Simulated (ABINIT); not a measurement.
Crystal: CdSe (Cadmoselite).

```xyz
4
Lattice="4.3000 0.0000 0.0000 -2.1500 3.7239 0.0000 0.0000 0.0000 7.0200" Properties=species:S:1:pos:R:3 pbc="T T T"
Cd    2.1500    1.2413    3.5100
Cd    0.0000    2.4826    0.0000
Se    2.1500    1.2413    6.2127
Se    0.0000    2.4826    2.7027
```

```yaml
Program: ABINIT 10.8.3 (patched build)
Task: relaxation of cell and atoms
Functional: PBE
Dispersion: D2
Potentials_or_basis: JTH PAW PBE v2.0
Cutoff: 599 eV
k_mesh: 6 × 6 × 3
Occupations: fermi-dirac, width 0.05 eV
Spin: no spin polarisation
```

At the start: pressure 0.5 GPa; volume 28.10 Å³/atom.

Q: Where does the relaxation end?

A: Over 12 steps the energy falls by 4.9 meV/atom and the volume is 28.36 Å³/atom (+0.9 %); space group P6_3mc (No. 186, to 0.05 Å).

Step by step:
| step | energy change (eV) | largest force (eV/Å) | pressure (GPa) | volume (Å³) |
| --- | --- | --- | --- | --- |
| 1 | 0.0000 | 0.2670 | 0.55 | 112.41 |
| 2 | -0.0054 | 0.2315 | 0.43 | 112.60 |
| 3 | -0.0189 | 0.0163 | -0.06 | 113.58 |
| 4 | -0.0189 | 0.0203 | -0.05 | 113.54 |
| 5 | -0.0191 | 0.0268 | 0.01 | 113.40 |
| 6 | -0.0193 | 0.0250 | 0.08 | 113.24 |
| 7 | -0.0194 | 0.0135 | 0.14 | 113.12 |
| 8 | -0.0195 | 0.0011 | 0.14 | 113.11 |
| 9 | -0.0196 | 0.0076 | 0.11 | 113.19 |
| 10 | -0.0197 | 0.0111 | 0.05 | 113.32 |
| 11 | -0.0197 | 0.0074 | 0.00 | 113.43 |
| 12 | -0.0197 | 0.0020 | -0.01 | 113.45 |

Final structure:
```yaml
crystal:
  lattice:
    - [4.31936, 0.00000, 0.00000]
    - [-2.15968, 3.74068, 0.00000]
    - [0.00000, 0.00000, 7.02179]
  atoms:
    - { symbol: Cd, position: [0.66667, 0.33333, 0.50414] }
    - { symbol: Cd, position: [0.33333, 0.66667, 0.00414] }
    - { symbol: Se, position: [0.66667, 0.33333, 0.88086] }
    - { symbol: Se, position: [0.33333, 0.66667, 0.38086] }
```
